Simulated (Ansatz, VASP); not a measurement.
# Cross-check of In2Ni3S2 between VASP and Ansatz

One calculation is typed for both programs; each brings its own data sets and cutoff. How far apart do they land?

Program: Ansatz 0.2.0. Level of theory: plane waves, with VASP 6.6.1 beside it; relaxation of cell and atoms at r2SCAN. Results are calculated unless marked as measured.

### Step 1. Starting point

Symmetry: R-3m, No. 166, trigonal system. The conventional cell has a = 5.378 Å, b = 5.378 Å, c = 13.482 Å, α = 90.00°, β = 90.00°, γ = 120.00°. In has 6 Ni at 2.69 Å and 2 S at 3.01 Å nearest. Nearest to In lie 6 Ni at 2.73 Å and 6 S at 3.20 Å. Nearest to Ni lie 2 S at 2.15 Å. Nearest to S lie 3 Ni at 2.15 Å and 4 In at 3.01 to 3.20 Å. Farther neighbours and most contacts between anions are not listed.

Structure file:

```xyz
7
Lattice="2.6888 1.5524 4.4940 -2.6888 1.5524 4.4940 0.0000 -3.1048 4.4940" Properties=species:S:1:pos:R:3 pbc="T T T"
In    0.0000    0.0000    6.7411
In    0.0000    0.0000    0.0000
Ni    1.3444    0.7762    2.2470
Ni   -1.3444    0.7762    2.2470
Ni    0.0000   -1.5524    2.2470
S     0.0000    0.0000    9.7487
S     0.0000    0.0000    3.7335
```

### Step 2. VASP: relaxation of cell and atoms, r2SCAN

The relaxed volume is the usual yardstick between codes: its relative difference is about their pressure difference at one cell divided by the bulk modulus.

Lines of VASP's logs that name or quote its potential files are left out, and so is its time.

INCAR reads:

```
SYSTEM = In2Ni3S2
PREC = Accurate
ENCUT = 520
EDIFF = 1E-06
NELM = 100
ISMEAR = -1
SIGMA = 0.05
LREAL = .FALSE.
ALGO = Normal
METAGGA = R2SCAN
LASPH = .TRUE.
NBANDS = 47
ISPIN = 2
MAGMOM = 0 0 1 1 1 0 0
LMAXMIX = 4
LORBIT = 11
LWAVE = .FALSE.
LCHARG = .FALSE.
KPAR = 8
IBRION = 2
NSW = 60
ISIF = 3
EDIFFG = -0.01
```

POSCAR reads:

```
In2Ni3S2
1.0
    2.6888421947      1.5524037649      4.4940345138
   -2.6888421947      1.5524037649      4.4940345138
    0.0000000000     -3.1048075299      4.4940345138
In Ni S
2 3 2
Direct
    0.5000000000      0.5000000000      0.5000000000
    0.0000000000      0.0000000000      0.0000000000
    0.5000000000      0.0000000000      0.0000000000
    0.0000000000      0.5000000000      0.0000000000
    0.0000000000      0.0000000000      0.5000000000
    0.7230808100      0.7230808100      0.7230808100
    0.2769191900      0.2769191900      0.2769191900
```

KPOINTS reads:

```
Automatic mesh
0
Gamma
6 6 6
0 0 0
```

Potentials, in the order of the species: In_d, Ni and S (PBE family, release 64).

Run with:

```bash
$ mpirun -np 8 vasp_std
```

Numbers of over 12 decimals in the logs are rounded to 6 here.

What it wrote:

```text
[banner, memory and clock lines left out]
running    8 mpi-ranks, on    1 nodes
 distrk:  each k-point on    1 cores,    8 groups
 distr:  one band on    1 cores,    1 groups

 POSCAR found type information on POSCAR InNiS
 POSCAR found :  3 types and       7 ions
|                                                                             |
|           W    W    AA    RRRRR   N    N  II  N    N   GGGG   !!!           |
|           W    W   A  A   R    R  NN   N  II  NN   N  G    G  !!!           |
|           W    W  A    A  R    R  N N  N  II  N N  N  G       !!!           |
|           W WW W  AAAAAA  RRRRR   N  N N  II  N  N N  G  GGG   !            |
|           WW  WW  A    A  R   R   N   NN  II  N   NN  G    G                |
|           W    W  A    A  R    R  N    N  II  N    N   GGGG   !!!           |
|                                                                             |
|     For optimal performance we recommend to set                             |
|       NCORE = 2 up to number-of-cores-per-socket                            |
|     NCORE specifies how many cores store one orbital (NPAR=cpu/NCORE).      |
|     This setting can greatly improve the performance of VASP for DFT.       |
|     The default, NCORE=1 might be grossly inefficient on modern             |
|     multi-core architectures or massively parallel machines. Do your        |
|     Unfortunately you need to use the default for GW and RPA                |
|     calculations (for HF NCORE is supported but not extensively tested      |
|     yet).                                                                   |
|                                                                             |

|                                                                             |
|               ----> ADVICE to this user running VASP <----                  |
|                                                                             |
|     You enforced a specific xc type in the INCAR file but a different       |
|     [... a line on the potential file left out ...]
|     I HOPE YOU KNOW WHAT YOU ARE DOING!                                     |
|                                                                             |

 LDA part: xc-table for (None), standard interpolation
 POSCAR, INCAR and KPOINTS ok, starting setup
 FFT: planning ... GRIDC
 FFT: planning ... GRID_SOFT
 FFT: planning ... GRID
 WAVECAR not read
 entering main loop
       N       E                     dE             d eps       ncg     rms          rms(c)
DAV:   1     0.590610369760E+03    0.59061E+03   -0.30458E+04  6032   0.197E+03
DAV:   2    -0.179787539886E+02   -0.60859E+03   -0.58006E+03  6016   0.473E+02
DAV:   3    -0.108985720359E+03   -0.91007E+02   -0.87327E+02  6535   0.193E+02
DAV:   4    -0.114569053555E+03   -0.55833E+01   -0.55205E+01  7132   0.468E+01
DAV:   5    -0.114824567684E+03   -0.25551E+00   -0.25537E+00  9060   0.968E+00    0.243E+01
DAV:   6    -0.109477053131E+03    0.53475E+01   -0.57666E+01  7212   0.106E+02    0.313E+01
DAV:   7    -0.100327369343E+03    0.91497E+01   -0.17733E+01  7624   0.701E+01    0.948E+00
DAV:   8    -0.100533367110E+03   -0.20600E+00   -0.39398E+00  8525   0.204E+01    0.526E+00
DAV:   9    -0.100464744763E+03    0.68622E-01   -0.80979E-01  7510   0.895E+00    0.168E+00
DAV:  10    -0.100467368585E+03   -0.26238E-02   -0.69716E-02  8554   0.214E+00    0.122E+00
DAV:  11    -0.100468705397E+03   -0.13368E-02   -0.11886E-02  7428   0.596E-01    0.866E-01
DAV:  12    -0.100469468115E+03   -0.76272E-03   -0.53997E-03  8935   0.734E-01    0.301E-01
DAV:  13    -0.100469630274E+03   -0.16216E-03   -0.11987E-03  6864   0.245E-01    0.118E-01
DAV:  14    -0.100469652658E+03   -0.22384E-04   -0.88713E-05  8779   0.784E-02    0.801E-02
[...]
DAV:  25    -0.100469784407E+03   -0.62040E-05   -0.54682E-05  8309   0.741E-02    0.629E-03
DAV:  26    -0.100469788796E+03   -0.43890E-05   -0.23306E-05  8191   0.345E-02    0.774E-03
DAV:  27    -0.100469792682E+03   -0.38859E-05   -0.40036E-05  7579   0.602E-02    0.387E-03
DAV:  28    -0.100469795882E+03   -0.32000E-05   -0.23188E-05  7942   0.354E-02    0.532E-03
DAV:  29    -0.100469797186E+03   -0.13043E-05   -0.41146E-06  4778   0.129E-02    0.651E-03
DAV:  30    -0.100469798981E+03   -0.17947E-05   -0.47962E-05  8058   0.685E-02    0.136E-03
DAV:  31    -0.100469800670E+03   -0.16895E-05   -0.74183E-06  5868   0.156E-02    0.416E-03
DAV:  32    -0.100469800230E+03    0.44071E-06   -0.22074E-06  3781   0.157E-02
   1 F= -.10046980E+03 E0= -.10045489E+03  d E =-.100470E+03  mag=     0.0243
[...]
2 F= -.10046982E+03 E0= -.10045485E+03  d E =-.240380E-04  mag=     0.0197
[...]
3 F= -.10046984E+03 E0= -.10045488E+03  d E =-.401486E-04  mag=     0.0174
 curvature:  -0.31 expect dE=-0.123E-04 dE for cont linesearch -0.550E-05
 ZBRENT: interpolating
 opt :   0.4576  next Energy=  -100.469844 (dE=-0.442E-04)
 bond charge predicted
       N       E                     dE             d eps       ncg     rms          rms(c)
DAV:   1    -0.100469910782E+03   -0.70203E-04   -0.99002E-04  6897   0.386E-01    0.754E-02
DAV:   2    -0.100469975616E+03   -0.64834E-04   -0.85180E-04  6818   0.400E-01    0.973E-02
DAV:   3    -0.100469838747E+03    0.13687E-03   -0.35776E-04  6994   0.274E-01    0.165E-02
DAV:   4    -0.100469838215E+03    0.53218E-06   -0.18701E-05  7672   0.407E-02    0.964E-03
DAV:   5    -0.100469838342E+03   -0.12719E-06   -0.13429E-06  4012   0.121E-02
   4 F= -.10046984E+03 E0= -.10045489E+03  d E =-.381125E-04  mag=     0.0151
 curvature:  -0.23 expect dE=-0.283E-05 dE for cont linesearch -0.137E-06
 trial: gam= 0.02893 g(F)=  0.771E-05 g(S)=  0.465E-05 ort = 0.871E-05 (trialstep = 0.892E+00)
 search vector abs. value=  0.130E-04
 reached required accuracy - stopping structural energy minimisation
```

From OUTCAR (step 2):

```text
ion  position               nearest neighbor table
   1  0.500  0.500  0.500-   5 2.69   5 2.69   3 2.69   3 2.69   4 2.69   4 2.69   6 3.01   7 3.01
                             2 3.83   2 3.83   2 3.83   2 3.83   2 3.83   2 3.83
   2  0.000  0.000  0.000-   3 2.73   4 2.73   4 2.73   3 2.73   5 2.73   5 2.73   6 3.20   7 3.20
                             6 3.20   7 3.20   6 3.20   7 3.20   1 3.83   1 3.83   1 3.83   1 3.83
   3  0.500  0.000  0.000-   6 2.15   7 2.15   4 2.69   4 2.69   1 2.69   1 2.69   5 2.69   5 2.69
                             2 2.73   2 2.73
   4  0.000  0.500  0.000-   6 2.15   7 2.15   3 2.69   3 2.69   1 2.69   5 2.69   1 2.69   5 2.69
                             2 2.73   2 2.73
   5  0.000  0.000  0.500-   6 2.15   7 2.15   1 2.69   1 2.69   3 2.69   4 2.69   4 2.69   3 2.69
                             2 2.73   2 2.73
   6  0.723  0.723  0.723-   5 2.15   4 2.15   3 2.15   1 3.01   2 3.20   2 3.20   2 3.20
   7  0.277  0.277  0.277-   5 2.15   4 2.15   3 2.15   1 3.01   2 3.20   2 3.20   2 3.20

  LATTYP: Found a trigonal (rhomboedric) cell.
 ALAT       =     5.4622500866
 COS(alpha) =     0.5153619991

 Subroutine GETGRP returns: Found 12 space group operations
 (whereof 12 operations were pure point group operations)

The static configuration has the point symmetry D_3d.

 Found     32 irreducible k-points:

   k-points           NKPTS =     32   k-points in BZ     NKDIM =     32   number of bands    NBANDS=     47

   dimension x,y,z NGX =    42 NGY =   42 NGZ =   42
   dimension x,y,z NGXF=    84 NGYF=   84 NGZF=   84

   ENCUT  =  520.0 eV  38.22 Ry    6.18 a.u.  10.16 10.16 10.16*2*pi/ulx,y,z

   NELECT =      68.0000    total number of electrons

 k-points in reciprocal lattice and weights: Automatic mesh
   0.00000000  0.00000000  0.00000000       0.005
   0.16666667  0.00000000  0.00000000       0.028
   0.33333333  0.00000000  0.00000000       0.028
   0.50000000  0.00000000  0.00000000       0.014
   0.16666667  0.16666667  0.00000000       0.028
   0.33333333  0.16666667  0.00000000       0.056
   0.50000000  0.16666667  0.00000000       0.056
  -0.33333333  0.16666667 -0.00000000       0.056
  -0.16666667  0.16666667  0.00000000       0.028
[...]
-0.33333333  0.50000000  0.33333333       0.028
   0.50000000  0.50000000  0.50000000       0.005

 average (electrostatic) potential at core
       1 -98.3728       2 -98.4895       3 -88.2592       4 -88.2592       5 -88.2592
       6 -86.9418       7 -86.9418

 E-fermi :   8.4850

 spin component 1
 k-point     1 :       0.0000    0.0000    0.0000
  band No.  band energies     occupation
    ...
     32       7.0957      1.00000
     33       7.0957      1.00000
     34       7.6960      1.00000
     35       8.1355      0.99908
     36       8.1355      0.99908
     37       9.1183      0.00000
     38       9.1354      0.00000
     39      12.5724      0.00000
     40      12.5724      0.00000
     41      13.6758      0.00000
    ...

 k-point     2 :       0.1667    0.0000    0.0000
  band No.  band energies     occupation
    ...
     32       7.1877      1.00000
     33       7.4142      1.00000
     34       7.9187      0.99999
     35       8.4423      0.70131
     36       8.4802      0.52394
     37       9.3971      0.00000
     38      10.0634      0.00000
     39      12.5067      0.00000
     40      12.7433      0.00000
     41      13.0046      0.00000
    ...

 k-point     3 :       0.3333    0.0000    0.0000
  band No.  band energies     occupation
    ...
     30       6.7892      1.00000
     31       7.0258      1.00000
     32       7.0987      1.00000
     33       7.9563      0.99997
     34       8.1162      0.99937
     35       8.7433      0.00567
     36       9.5192      0.00000
     37       9.7938      0.00000
     38      11.7926      0.00000
     39      12.1379      0.00000
    ...

 k-point     4 :       0.5000    0.0000    0.0000
  band No.  band energies     occupation
    ...
     30       6.8590      1.00000
     31       7.0372      1.00000
     32       7.0893      1.00000
     33       8.1838      0.99758
     34       8.2032      0.99644
     35       9.4317      0.00000
     36       9.4375      0.00000
     37      10.4721      0.00000
     38      11.4310      0.00000
     39      11.7879      0.00000
    ...

 k-point     5 :       0.1667    0.1667    0.0000
  band No.  band energies     occupation
    ...
     30       6.8965      1.00000
     31       7.0341      1.00000
     32       7.1564      1.00000
     33       7.3097      1.00000
     34       7.7768      1.00000
     35       8.6040      0.08464
     36       8.9537      0.00008
     37       9.5484      0.00000
     38      10.1155      0.00000
     39      12.1380      0.00000
    ...

 k-point     6 :       0.3333    0.1667    0.0000
  band No.  band energies     occupation
    ...
     30       6.9303      1.00000
     31       6.9933      1.00000
     32       7.2381      1.00000
     33       7.4643      1.00000
     34       8.0272      0.99989
     35       8.8563      0.00059
     36       9.7045      0.00000
     37      10.0989      0.00000
     38      11.3084      0.00000
     39      11.6821      0.00000
    ...

  Total       -0.0095498     -0.0095498      0.0221928      0.0000000     -0.0000000      0.0000000
  in kB       -0.1358468     -0.1358468      0.3156963      0.0000000     -0.0000000      0.0000000
  external PRESSURE =       0.0146676 kB  Pullay stress =       0.0000000 kB

  energy-cutoff  :      520.00
  volume of cell :      112.63
      direct lattice vectors                 reciprocal lattice vectors
     2.689272721  1.552652330  4.495655541     0.185923873  0.107343198  0.074145657
    -2.689272721  1.552652330  4.495655541    -0.185923873  0.107343198  0.074145657
     0.000000000 -3.105304659  4.495655541     0.000000000 -0.214686396  0.074145657

 POSITION                                       TOTAL-FORCE (eV/Angst)
 -----------------------------------------------------------------------------------
      0.00000     -0.00000      6.74348        -0.000000     -0.000000     -0.000000
      0.00000      0.00000      0.00000         0.000000     -0.000000      0.000000
      1.34464      0.77633      2.24783         0.000000     -0.000000     -0.000000
     -1.34464      0.77633      2.24783         0.000000     -0.000000     -0.000000
     -0.00000     -1.55265      2.24783        -0.000000     -0.000000      0.000000
      0.00000     -0.00000      9.75211         0.000000     -0.000000      0.008939
      0.00000     -0.00000      3.73485         0.000000      0.000000     -0.008939
 -----------------------------------------------------------------------------------
    total drift:                               -0.000000      0.000000     -0.000000

  FREE ENERGIE OF THE ION-ELECTRON SYSTEM (eV)
  ---------------------------------------------------
  free  energy   TOTEN  =      -100.4698383422 eV

  energy  without entropy=     -100.4399440604  energy(sigma->0) =     -100.45489120

 reached required accuracy - stopping structural energy minimisation

 total charge
# of ion       s       p       d       tot
------------------------------------------
    1        0.920   0.622   9.885  11.426
    2        0.900   0.586   9.884  11.370
    3        0.455   0.562   8.484   9.500
    4        0.455   0.562   8.484   9.500
    5        0.455   0.562   8.484   9.500
    6        1.331   2.382   0.000   3.713
    7        1.331   2.382   0.000   3.713
--------------------------------------------------
tot          5.845   7.657  45.220  58.723

 magnetization (x)
# of ion       s       p       d       tot
------------------------------------------
    1        0.001  -0.000  -0.000   0.000
    2        0.000  -0.000  -0.000   0.000
    3        0.000  -0.000   0.004   0.004
    4        0.000  -0.000   0.004   0.004
    5        0.000  -0.000   0.004   0.004
    6        0.000   0.001   0.000   0.001
    7        0.000   0.001   0.000   0.001
--------------------------------------------------
tot          0.001   0.000   0.013   0.015

[... 6 further parts left out ...]
```

The moments of VASP's start collapse, so its state is non-magnetic. The run keeps the 12 symmetry operations of its start, so it cannot find a distortion of lower symmetry.

[end of part 1 of 2]

[Lines on the potential files, build, host, timing and source positions are cut from VASP's logs without a mark.]

[Logs are printed without paths, hosts, clocks, repeated set-up lines and the standing remarks that a program may print on its own settings, such as how far it seeks lower states.]

[Hosts, paths, dates, database ids (printed as entryN), source tags and the programs' standing remarks are cut or masked in the printed files.]
